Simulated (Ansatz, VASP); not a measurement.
**Two plane-wave programs on Pd**

```
CELL_PARAMETERS angstrom
0.00000 2.34953 4.95142
1.38020 0.00000 4.95142
1.38020 2.34953 0.00000
ATOMIC_POSITIONS crystal
Pd 0.13130 0.13130 0.86870
Pd 0.86870 0.86870 0.13130
```

Alike in both runs: functional PBE; k mesh 24 × 24 × 24; occupations gaussian, width 0.1 eV; no spin polarisation.

Ansatz relaxed the structure, and its values are those at the end. VASP's run is a single point on that final structure, the one shown.

|  | VASP | Ansatz |
| --- | --- | --- |
| version | VASP 6.6.1 | Ansatz 0.2.0 |
| potentials or method | VASP PAW PBE potentials, release 64 (Pd) | scalar-relativistic, plane waves, PAW |
| plane-wave cutoff (eV) | 520 | 420 |
| valence electrons in the cell | 20 | 36 |

VASP gave:

* gap on the k mesh at the Fermi level (eV): none
* pressure (GPa): -0.3
* rms of the force components (eV/Å): 0.004

**Question.** What did Ansatz give for the same quantities?

**Answer.** gap on the k mesh at the Fermi level (eV): none; pressure (GPa): 0.0; rms of the force components (eV/Å): 0.002.

A gap of «none» marks a metal or a gap that the smearing closes. The two sets of potentials don't hold the same shells in valence.
